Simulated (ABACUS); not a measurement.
Input of an ABACUS 3.10.1 run:

Contents of INPUT:

```
INPUT_PARAMETERS
suffix              BAs
calculation         scf
basis_type          pw
pseudo_dir          ./
latname             fcc
symmetry            1
dft_functional      GGA_X_RPBE+GGA_C_PBE
ecutwfc             84
pseudo_rcut         10
nspin               1
nbands              19
ks_solver           dav
smearing_method     fd
smearing_sigma      0.00367493
scf_thr             1e-08
scf_nmax            100
mixing_type         broyden
mixing_beta         0.7
cal_force           1
cal_stress          1
out_chg             1
out_pot             2
out_elf             1
```

The input STRU:

```
ATOMIC_SPECIES
As 74.9216 33_As_15_1.8_2.1_pbe_n_v1.0.upf
B 10.8100 05_B_3_1.5_1.7_pbe_n_v1.0.upf

LATTICE_CONSTANT
9.0272216973

ATOMIC_POSITIONS
Direct

As
0.0
1
0.2500000000 0.2500000000 0.2500000000 1 1 1

B
0.0
1
0.0000000000 0.0000000000 0.0000000000 1 1 1
```

Contents of KPT:

```
K_POINTS
0
Gamma
8 8 8 0 0 0
```

Potentials or basis: SPMS ONCV 1.0 PBE, plane waves.

Launch:

```bash
$ OMP_NUM_THREADS=1 mpirun -np 4 abacus > log
```

(1) Estimate the band gap on the k mesh.

(2) Estimate the pressure.

Answers

(1) 1.25 eV, indirect (least direct gap 3.32 eV).

(2) 5.1 GPa.

Caveat: the potentials were made for another functional, which shifts forces and pressure.
